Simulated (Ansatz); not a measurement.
# NiAs-type GdN

Method: PBE, scalar-relativistic; collinear spin; PAW, 420 eV, Γ-centred 10×10×8 mesh, 0.05 eV Gaussian smearing; code Ansatz. The datasets are Ansatz's generated set soft_2.

```
CELL_PARAMETERS angstrom
3.46300 0.00000 0.00000
-1.73150 2.99905 0.00000
0.00000 0.00000 6.07781
ATOMIC_POSITIONS crystal
Gd 0.00000 0.00000 0.00000
Gd 0.00000 0.00000 0.50000
N 0.33333 0.66667 0.25000
N 0.66667 0.33333 0.75000
```

This is a trial structure; measured cells of the compound in the Crystallography Open Database are in space group Fm-3m (rock salt).

Magnetic state: ferromagnetic, site spin moments Gd 6.85; N -0.05 μB.

The geometry was relaxed with PBE and stays fixed; the gap of the first row includes a band path, the others are on their meshes. A negative pressure means that the level wants a smaller cell.

```
level   k-mesh  gap (eV)  P (GPa)  largest spin moment (μB)  f electrons (Löwdin)  rough cost (core-min)
  PBE  10×10×8     metal      0.0                      6.85                  7.14                      –
```

Q: One more run on this cell gave a gap of zero (metallic), a pressure of -5.3 GPa, a largest spin moment of 6.85 μB. Which level was it?
A. PBEsol (10×10×8)
B. LDA (10×10×8)
C. r²SCAN (10×10×8, 500 eV)

A: A.

Q: One more run on this cell gave a gap of zero (metallic), a pressure of -1.3 GPa, a largest spin moment of 6.93 μB. Which level was it?
A. LDA (10×10×8)
B. r²SCAN (10×10×8, 500 eV)
C. PBEsol (10×10×8)

A: B.

The levels offered and not asked for:
| level | k-mesh | gap (eV) | P (GPa) | largest spin moment (μB) | f electrons (Löwdin) | rough cost (core-min) |
| --- | --- | --- | --- | --- | --- | --- |
| LDA | 10×10×8 | metal | -9.1 | 6.84 | 7.14 | – |

**Reading the ladder.**

To first order a pressure P at this geometry moves the equilibrium volume by ΔV/V ≈ P/B0, with B0 = 135 GPa from PBE's equation of state: r²SCAN −1.32/135.3 = −1.0 %, about 15.6 Å³/atom; PBEsol −5.26/135.3 = −3.9 %, about 15.2 Å³/atom; LDA −9.06/135.3 = −6.7 %, about 14.7 Å³/atom (from 15.78). These are estimates, not relaxations, and those over 6 % overshoot where the cell shrinks, since it stiffens.

The pressures rise from LDA over PBEsol to PBE. The gradient terms favour an uneven density and so weaken the binding; PBEsol's are smaller than PBE's, and LDA has none.

No row holds spin–orbit coupling, which matters for elements this heavy.

Exchange splits the half-filled 4f shell away from the Fermi level; the metal comes from a small overlap of other bands, which can be the functional's gap error. The run wasn't fully tested for a lower electronic state.

Levels after the first row that show no cost went on from its state.

Pressures are a third of the stress tensor's trace; costs are rough, on shared cores (Arm Neoverse V2).
